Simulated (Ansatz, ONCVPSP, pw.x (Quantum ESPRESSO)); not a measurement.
## Zn (Z = 30) (bcc): variants of one ONCV potential in the solid

```
Element                 : zinc (Zn)
Generator               : ONCVPSP 4.0.1.1 (patched build)
Type                    : optimised norm-conserving Vanderbilt (ONCV)
Functional              : PBE
Relativity              : scalar-relativistic
Frozen core             : [Ar]
Valence charge          : 12
Reference configuration : 3d10 4s2
Partial waves           : 4s: rc 2.15 bohr, ncon 5, nbas 9, qcut 3 1/bohr, 2 projectors, debl 3.8 Ha; p scattering state at 0.03 Ha: rc 2.30 bohr, ncon 4, nbas 9, qcut 3.4 1/bohr, 2 projectors, debl 2.9 Ha; 3d: rc 1.55 bohr, ncon 3, nbas 8, qcut 11.4 1/bohr, 2 projectors, debl 0.3 Ha
Local potential         : polynomial inside 1.20 bohr (lpopt 4, dvloc0 1 Ha)
Core correction         : polynomial model core, fcfact 0.3
```

In the p channel the program set the typed energies aside and used 0.050, 2.950 Ha. In the d channel the program set the typed energies aside and used -0.373, 0.250 Ha.

Crystal test: bcc Zn in pw.x 7.5, no spin, 15³ k-points, Fermi–Dirac smearing 0.01 Ry, cutoffs set for each file from its atomic test. The reference is all-electron LAPW (Ansatz 0.2.0) with the same functional, mesh and smearing; V0 and B0 come from Birch–Murnaghan fits to the pressures at five volumes. Errors are pseudo minus all-electron; Δ is the rms difference of the E(V) curves that follow from these fits, minima aligned, over ±6 % about the mean V0. Mesh and smearing are coarse, so the numbers serve the comparison and aren't converged zero-temperature values; the lattice is a test structure that the element need not adopt.

All-electron: a0 = 3.134 Å (V0 = 15.39 Å³/atom), B0 = 64.0 GPa.

```csv
change,cutoffs (Ry),pw.x,a0 (Å),a0 error (%),B0 error (%),Δ (meV/atom),mean pressure error (GPa)
base,125/500,converged; energies reset by the program,3.139,+0.17,-7.8,1.0,+0.26
p: nproj 3,125/500,converged; energies reset by the program,3.141,+0.23,-8.6,1.4,+0.36
"core correction polynomial model core, fcfact 0.18",125/500,converged; energies reset by the program,3.139,+0.17,-8.3,1.1,+0.26
"local potential polynomial inside 1.20 bohr (lpopt 4, dvloc0 7.5 Ha)",125/500,converged; energies reset by the program,3.139,+0.18,-8.4,1.1,+0.28
"local potential polynomial inside 1.04 bohr (lpopt 4, dvloc0 1 Ha)",125/500,converged; energies reset by the program,3.138,+0.15,-7.8,1.0,+0.23
```
